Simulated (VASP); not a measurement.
# Cu in VASP: notebook, part 2 of 3

VASP 6.6.1. The steps go on from the part before.

## Step 3: Single point, PBEsol

This run uses another cell than the first one: it holds 2 atoms, not 4.

The input, INCAR:

```
SYSTEM = Cu
  ALGO = Normal
  EDIFF = 1E-6
  ENCUT = 520
  GGA = PS
  ISIF = 2
  ISMEAR = 0
  LASPH = .True.
  LCHARG = .True.
  LELF = .True.
  LREAL = .False.
  LVHAR = .True.
  LWAVE = .False.
  NBANDS = 18
  NELM = 100
  PREC = Accurate
  SIGMA = 0.1
```

The input, KPOINTS:

```
k-points
0
Gamma
  8 8 8
  0 0 0
```

The input, POSCAR:

```
Cu
1.0
    0.0000000000      2.0795803023      4.4932673230
    1.2714614496      0.0000000000      4.4932673230
    1.2714614496      2.0795803023      0.0000000000
Cu
2
Direct
    0.1324082749      0.1324082749      0.8675917251
    0.8675917251      0.8675917251      0.1324082749
```

Potentials or basis: VASP PAW PBE potentials, release 64 (Cu).

The run is started by

```console
> cat potpaw_PBE.64/Cu/POTCAR > POTCAR
> mpirun -np 1 vasp_std > vasp.out
```

Wall time 28 s (1 thread of Intel Xeon Platinum 8488C (Sapphire Rapids), shared host); peak memory 0.18 GiB.

Results (log left out):

```
Free energy            : -8.2322 eV
Pressure               : 0.7 GPa
Largest force          : 0.004 eV/Å
Band gap on the k mesh : none (metal or under the smearing width)
```

Forces on the atoms (eV/Å):
```
Cu   0.000  0.000 -0.004
Cu   0.000  0.000  0.004
```

Stress tensor (GPa, compression positive):
```
0.79 0.00 0.00
0.00 0.69 0.00
0.00 0.00 0.58
```

Levels at points of the mesh, in eV from the Fermi level:
```csv
k point,band 7,band 8,band 9,band 10,band 11,band 12,band 13,band 14,band 15,band 16
"(0.00, 0.00, 0.00)",-2.64,-2.24,-2.20,-1.88,-1.78,-1.70,2.43,20.09,23.16,23.56
"(0.50, 0.00, 0.00)",-2.13,-1.94,-1.52,-1.49,0.05,1.93,3.71,7.31,11.15,14.28
"(0.50, 0.50, 0.00)",-2.72,-2.60,-2.59,-2.06,-1.85,-1.49,9.07,10.55,21.54,22.49
"(0.50, 0.00, 0.50)",-2.21,-1.44,-1.39,-1.29,-0.94,3.88,5.80,6.38,11.90,12.23
"(0.00, 0.50, 0.50)",-2.20,-1.68,-1.46,-1.37,1.83,2.61,4.45,4.50,13.34,17.49
```

Caveat: the k mesh is coarse (spacing up to 0.37 Å⁻¹), so the values aren't converged; the PAW data sets were made with another functional, which shifts forces and pressure a little.

## Step 4: Relaxation of cell and atoms, PBEsol

This run uses another cell than the first one: it holds 2 atoms, not 4.

The input, INCAR:

```
SYSTEM = Cu
PREC = Accurate
ENCUT = 600
EDIFF = 1E-7
ISMEAR = 0
SIGMA = 0.1
LREAL = .FALSE.
LASPH = .TRUE.
NELM = 100
ALGO = Normal
ISIF = 3
LWAVE = .FALSE.
LCHARG = .FALSE.
GGA = PS
IBRION = 2
NSW = 90
EDIFFG = -0.04
```

The input, KPOINTS:

```
Automatic mesh
0
G
  8 8 8
  0 0 0
```

The input, POSCAR:

```
Cu
1.0
    0.0000000000      2.1217743738      4.4881808214
    1.2503376822      0.0000000000      4.4881808214
    1.2503376822      2.1217743738      0.0000000000
Cu
2
Direct
    0.1321133609      0.1321133609      0.8678866391
    0.8678866391      0.8678866391      0.1321133609
```

Potentials or basis: VASP PAW PBE potentials, release 64 (Cu).

The run is started by

```console
> cat potpaw_PBE.64/Cu/POTCAR > POTCAR
> mpirun -np 1 vasp_std > vasp.out
```

OUTCAR:

```text
SYSTEM = Cu
   PREC = Accurate
   ENCUT = 600
   EDIFF = 1E-7
   ISMEAR = 0
   LREAL = .FALSE.
   LASPH = .TRUE.
   NELM = 100
   ISIF = 3
   GGA = PS
   IBRION = 2
   NSW = 90
   EDIFFG = -0.04

 ion  position               nearest neighbor table
   1  0.132  0.132  0.868-   2 2.37   2 2.46   2 2.46
   2  0.868  0.868  0.132-   1 2.37   1 2.46   1 2.46

  LATTYP: Found a face centered orthorhombic cell.
 ALAT       =     2.5006753644
 B/A-ratio  =     1.6969610722
 C/A-ratio  =     3.5895749487

  Lattice vectors:

 A1 = (   0.0000000000,   2.1217743738,   4.4881808214)
 A2 = (   1.2503376822,   0.0000000000,   4.4881808214)
 A3 = (   1.2503376822,   2.1217743738,   0.0000000000)

Analysis of symmetry for initial positions (statically):
=====================================================================
 Subroutine PRICEL returns:
 Original cell was already a primitive cell.

 Routine SETGRP: Setting up the symmetry group for a
 face centered orthorhombic supercell.

 Subroutine GETGRP returns: Found  8 space group operations
 (whereof  8 operations were pure point group operations)
 out of a pool of  8 trial point group operations.

The static configuration has the point symmetry D_2h.

Analysis of symmetry for dynamics (positions and initial velocities):
=====================================================================
 Subroutine PRICEL returns:
 Original cell was already a primitive cell.

 Routine SETGRP: Setting up the symmetry group for a
 face centered orthorhombic supercell.

 Subroutine GETGRP returns: Found  8 space group operations
 (whereof  8 operations were pure point group operations)
 out of a pool of  8 trial point group operations.

The dynamic configuration has the point symmetry D_2h.

 Subroutine INISYM returns: Found  8 space group operations
 (whereof  8 operations are pure point group operations),
 and found     1 'primitive' translations

----------------------------------------------------------------------------------------

                                     Primitive cell

  volume of cell :      23.8137

  direct lattice vectors                    reciprocal lattice vectors
     0.000000000  2.121774374  4.488180821    -0.399891971  0.235651823  0.111403711
     1.250337682  0.000000000  4.488180821     0.399891971 -0.235651823  0.111403711
     1.250337682  2.121774374  0.000000000     0.399891971  0.235651823 -0.111403711

  length of vectors
     4.964442927  4.659089118  2.462777053     0.477342809  0.477342809  0.477342809

  position of ions in fractional coordinates (direct lattice)
     0.132113361  0.132113361  0.867886639
     0.867886639  0.867886639  0.132113361

  ion indices of the primitive-cell ions
   primitive index   ion index
                 1           1
                 2           2

----------------------------------------------------------------------------------------

 KPOINTS: Automatic mesh

Automatic generation of k-mesh.
 Grid dimensions read from file:
 generate k-points for:    8    8    8

 Generating k-lattice:

  Cartesian coordinates                     Fractional coordinates (reciprocal lattice)
[... 53 lines left out ...]
   ICHARG =      2    charge: 1-file 2-atom 10-const
   ISPIN  =      1    spin polarized calculation?
   LNONCOLLINEAR =      F non collinear calculations
   LSORBIT =      F    spin-orbit coupling
   LASPH  =      T    aspherical Exc in radial PAW
   ENCUT  =  600.0 eV  44.10 Ry    6.64 a.u.   9.92  9.31  4.92*2*pi/ulx,y,z
   NELM   =    100;   NELMIN=  2; NELMDL= -5     # of ELM steps
   EDIFF  = 0.1E-06   stopping-criterion for ELM
   LREAL  =      F    real-space projection
   EDIFFG = -.4E-01   stopping-criterion for IOM
   NSW    =     90    number of steps for IOM
   IBRION =      2    ionic relax: 0-MD 1-quasi-New 2-CG
   NFREE  =      1    steps in history (QN), initial steepest desc. (CG)
   ISIF   =      3    stress and relaxation
   ISYM   =      2    0-nonsym 1-usesym 2-fastsym
   POTIM  = 0.5000    time-step for ionic-motion
   TEBEG  =    0.0;   TEEND  =   0.0 temperature during run
   PSTRESS=    0.0 pullay stress
   NELECT =      22.0000    total number of electrons
   NUPDOWN=      -1.0000    fix difference up-down
   EMIN   =  10.00;   EMAX   =-10.00  energy-range for DOS
   EFERMI =   0.00;   METHOD = LEGACY
   ISMEAR =     0;   SIGMA  =   0.10  broadening in eV -4-tet -1-fermi 0-gaus
   EFERMI_NEDOS =   21; number of points for ismear=-14 and -15
   IALGO  =     38    algorithm
   IMIX   =      4    mixing-type and parameters
     AMIX     =   0.40;   BMIX     =  1.00
     AMIX_MAG =   1.60;   BMIX_MAG =  1.00
  volume/ion in A,a.u.               =      11.91        80.35
  Fermi-wavevector in a.u.,A,eV,Ry     =   1.594435  3.013045 34.589036  2.542222
  Thomas-Fermi vector in A             =   2.692510
   LORBIT       =      0    0 simple, 1 ext, 2 COOP (PROOUT), +10 PAW based schemes
   GGA     = PS    functional components
   LHFCALC =     F    Hartree Fock is set to
   AEXX    =    0.0000 exact exchange contribution
   IVDW    =     0    specifies the selected vdW correction
   LEPSILON=     F    determine dielectric tensor
   LRPA    =     F    only Hartree local field effects (RPA)
 conjugate gradient relaxation of ions
 non-spin polarized calculation
 Gauss-broadening in eV      SIGMA  =   0.10
  energy-cutoff  :      600.00
  volume of cell :       23.81
 maximum number of plane-waves:       810
   NGX = 19   NGY = 19   NGZ =  9

--------------------------------------- Ionic step        1  -------------------------------------------

 number of electron      21.9999995 magnetization

 Free energy of the ion-electron system (eV)
  ---------------------------------------------------
  ext. energy  EPLUGINS =         0.00000000
  ---------------------------------------------------
  free energy    TOTEN  =        -8.22733309 eV

  energy without entropy =       -8.22175626  energy(sigma->0) =       -8.22454468

------------------------ aborting loop because EDIFF is reached ----------------------------------------

  FORCE on cell =-STRESS in cart. coord.  units (eV):
  Direction    XX          YY          ZZ          XY          YZ          ZX
  --------------------------------------------------------------------------------------
  -------------------------------------------------------------------------------------
  Total        0.2009262     -0.2775568      0.2510680      0.0000000      0.0000000      0.0000000
  in kB       13.5182415    -18.6739220     16.8917650      0.0000000      0.0000000      0.0000000
  external PRESSURE =       3.9120282 kB  Pullay stress =       0.0000000 kB
[... 167 lines left out ...]
--------------------------------------- Ionic step        6  -------------------------------------------

 number of electron      21.9999999 magnetization

 Free energy of the ion-electron system (eV)
  ---------------------------------------------------
  ext. energy  EPLUGINS =         0.00000000
  ---------------------------------------------------
  free energy    TOTEN  =        -8.23267165 eV

  energy without entropy =       -8.22930754  energy(sigma->0) =       -8.23098960

 E-fermi :   7.2347     XC(G=0): -12.8082

 val. band max:        7.1939350560   @ k =   0.2500  -0.2500   0.1250
 cond. band min:       7.2878052781   @ k =   0.5000   0.0000   0.0000
 fundamental gap:      0.0938702221
 Fermi energy:         7.2347253663

 k-point     1 :       0.0000    0.0000    0.0000
  band No.  band energies     occupation
      1      -2.0547      2.00000
      2       2.0710      2.00000
      3       3.3601      2.00000
      4       4.0273      2.00000
      5       4.1505      2.00000
      6       4.4974      2.00000
      7       4.6188      2.00000
      8       5.0077      2.00000
      9       5.0516      2.00000
     10       5.3606      2.00000
     11       5.4973      2.00000
     12       5.5420      2.00000
     13       9.6669      0.00000
     14      27.3234      0.00000
[... 401 lines left out ...]
      2       2.9941      2.00000
      3       3.3692      2.00000
      4       3.5498      2.00000
      5       3.7844      2.00000
      6       4.3328      2.00000
      7       4.6052      2.00000
      8       4.9904      2.00000
      9       5.2821      2.00000
     10       5.6034      2.00000
     11       5.7401      2.00000
     12       9.3663      0.00000
     13      12.9146      0.00000
     14      16.9151      0.00000
     15      18.6193      0.00000

 [... further k-points ...]

------------------------ aborting loop because EDIFF is reached ----------------------------------------

  FORCE on cell =-STRESS in cart. coord.  units (eV):
  Direction    XX          YY          ZZ          XY          YZ          ZX
  --------------------------------------------------------------------------------------
  -------------------------------------------------------------------------------------
  Total       -0.0552678     -0.0490360      0.0069229      0.0000000      0.0000000      0.0000000
  in kB       -3.7042474     -3.2865725      0.4639979      0.0000000      0.0000000      0.0000000
  external PRESSURE =      -2.1756073 kB  Pullay stress =       0.0000000 kB
[... 17 lines left out ...]
  FREE ENERGIE OF THE ION-ELECTRON SYSTEM (eV)
  ---------------------------------------------------
  free  energy   TOTEN  =        -8.2326716493 eV

  energy  without entropy=       -8.2293075417  energy(sigma->0) =       -8.23098960

 reached required accuracy - stopping structural energy minimisation
```

CONTCAR:

```text
Cu
   1.00000000000000
     0.0000000000000000    2.0830954765196696    4.4971267578684957
     1.2758756797854911    0.0000000000000000    4.4971267578684957
     1.2758756797854911    2.0830954765196696    0.0000000000000000
  Cu
     2
Direct
     0.1323456851072411    0.1323456851072411    0.8676543148927590
     0.8676543148927590    0.8676543148927590    0.1323456851072411

  0.00000000E+00  0.00000000E+00  0.00000000E+00
  0.00000000E+00  0.00000000E+00  0.00000000E+00
```

Run time: 2.1 min. Hardware: 1 thread of Intel Xeon Platinum 8488C (Sapphire Rapids), shared host; peak memory 0.2 GiB.

Results:

| Quantity | Value |
| --- | --- |
| Free energy | -8.2327 eV |
| Relaxed volume | 11.95 Å³/atom |
| Relaxed cell | a = 4.956 Å, b = 4.675 Å, c = 2.443 Å, α = 81.80°, β = 69.00°, γ = 29.20° |
| Space group after relaxing (to 0.05 Å) | Fmmm (No. 69) |
| Energy gained by relaxing | 2.7 meV/atom |
| Ionic steps | 6 |
| Pressure after relaxing | -0.2 GPa |
| Largest force after relaxing | 0.020 eV/Å |
| Band gap on the k mesh | none (metal or under the smearing width) |

Forces in eV/Å, atoms in the order of the input:
```
Cu   0.000  0.000  0.020
Cu   0.000  0.000 -0.020
```

Step by step:
| step | energy change (eV) | largest force (eV/Å) | pressure (GPa) | volume (Å³) |
| --- | --- | --- | --- | --- |
| 1 | 0.0000 | 0.0071 | 0.39 | 23.81 |
| 2 | -0.0028 | 0.0062 | -0.23 | 23.91 |
| 3 | -0.0032 | 0.0123 | -0.50 | 23.96 |
| 4 | -0.0048 | 0.0227 | 0.03 | 23.87 |
| 5 | -0.0051 | 0.0294 | 0.36 | 23.81 |
| 6 | -0.0053 | 0.0198 | -0.22 | 23.90 |

Final structure:
```
Cu
1.0
     0.00000    2.08310    4.49713
     1.27588    0.00000    4.49713
     1.27588    2.08310    0.00000
Cu
2
Direct
  0.13235 0.13235 0.86765
  0.86765 0.86765 0.13235
```

Caveat: the k mesh is coarse (spacing up to 0.37 Å⁻¹), so the values aren't converged; the PAW data sets were made with another functional, which shifts forces and pressure a little.

(Part 2 of 3 ends here.)
